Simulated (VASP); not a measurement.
# Re, energy along a vibration (SMASS = -2): which settings are enough?

Re, Fm-3m (no. 225), atoms displaced along the mode, 2 atoms in the cell. R2SCAN, energy along a line of displacements; PAW potentials Re (PBE set). VASP 6.6.1.

Wanted: harmonic frequency within 1 %.

Space group without the displacement: Fm-3m (no. 225); Mode: longitudinal mode at X; Step along the mode (Å): 0.02.

POSCAR:
```
Re
1.0
    1.9750000000      1.9750000000      0.0000000000
   -1.9750000000      1.9750000000      0.0000000000
    0.0000000000      0.0000000000      3.9500000000
Re
2
Direct
    0.0000000000      0.0000000000     -0.0101265823
    0.5000000000      0.5000000000      0.5101265823

    0.0000000000   0.0000000000   0.0100000000
    0.0000000000   0.0000000000  -0.0100000000
```

The series start from k mesh: 7 × 7 × 5; Cutoff (eV): 300; Step along the mode (Å): 0.02; Smearing width (eV): 0.15. Each series keeps the choices made before it, and each single choice may use up half of a tolerance.

## k mesh

| k mesh | Harmonic frequency (THz) | Time (s) |
|---|---|---|
| 3 × 3 × 2 | -3.613 | 47 |
| 4 × 4 × 3 | 5.757 | 50 |
| 5 × 5 × 4 | 4.956 | 68 |
| 7 × 7 × 5 | 3.43 | 126 |
| 9 × 9 × 6 | 4.197 | 195 |
| 11 × 11 × 8 | 4.134 | 445 |
| 14 × 14 × 10 (reference) | 4.321 | 944 |

Chosen: 14 × 14 × 10; the next looser run is off by more than half of the tolerance, so convergence isn't shown beyond this value.

## Cutoff (eV)

| Cutoff (eV) | Harmonic frequency (THz) | Time (s) |
|---|---|---|
| 160 | -7.826 | 523 |
| 200 | 4.604 | 777 |
| 230 | 4.277 | 809 |
| 260 | 4.298 | 744 |
| 300 | 4.321 | 944 |
| 340 (reference) | 4.43 | 1442 |

Chosen: 340; the next looser run is off by more than half of the tolerance, so convergence isn't shown beyond this value.

The chosen settings are those of the reference run.

## The input

INCAR:
```
METAGGA = R2SCAN
LMIXTAU = T
PREC = Accurate
ENCUT = 340
EDIFF = 1E-7
ALGO = Normal
LREAL = F
LASPH = T
ISMEAR = 1
SIGMA = 0.15
ISYM = 0
LWAVE = F
LCHARG = F
IBRION = 0
SMASS = -2
POTIM = 1
NSW = 9
NELMIN = 4
IWAVPR = 11
KPAR = 2
```

KPOINTS:
```
Automatic mesh
0
Gamma
  14 14 10
  0 0 0
```

Commands:
```
cat potpaw_PBE.64/Re/POTCAR > POTCAR
mpirun -np 2 vasp_std > vasp.out
```

The chosen input took VASP 6.6.1 1442 s on 2 cores (Intel Xeon Platinum 8375C @ 2.90GHz (Ice Lake)), a shared host.

## An input that fails: electronic threshold far too loose

It runs to its end, but against the unchanged starting input it is off by 17 % in the harmonic frequency.

Changes against the starting input:
```
- EDIFF = 1e-07
- NELMIN = 4
+ EDIFF = 0.1
```
